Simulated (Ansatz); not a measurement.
# MgZn5O6: rattling a relaxed structure

The structure comes from a generated guess, relaxed at this level; another structure or a mixture of phases may lie lower.

All numbers below come from DFT PBE, scalar-relativistic, plane waves, PAW (Ansatz). Cutoff 420 eV; k points 8×8×2 on the computed 12-atom cell (Γ-centred); Gaussian smearing, width 0.02 eV; no spin polarisation.

The cell below (12 atoms, space group P-4m2 (No. 115)) is relaxed within its symmetry.

```
Mg Zn O
1.0
     3.27087    0.00000    0.00000
     0.00000    3.27087    0.00000
     0.00000    0.00000   13.78516
Mg Zn O
1 5 6
Direct
  0.00000 0.00000 0.50000
  0.00000 0.00000 0.83290
  0.50000 0.50000 0.00000
  0.00000 0.00000 0.16710
  0.50000 0.50000 0.33431
  0.50000 0.50000 0.66569
  0.50000 0.00000 0.08355
  0.00000 0.50000 0.25062
  0.50000 0.00000 0.41839
  0.00000 0.50000 0.58161
  0.50000 0.00000 0.74938
  0.00000 0.50000 0.91645
```

For the test it was strained at random (σ = 1.5 % a component), the atoms were moved at random (σ = 0.10 Å), and all was relaxed again on a coarse 4×4×1 mesh (in the run’s order of axes) with 0.10 eV smearing, with no symmetry imposed.

Task: What happens?

Result: It returns, within 1 meV/atom of the unmoved cell on that mesh and with the same symmetry when read at 0.1 Å. No instability shows in this cell; modes of other wave vectors, which need another repeat, aren't tested.
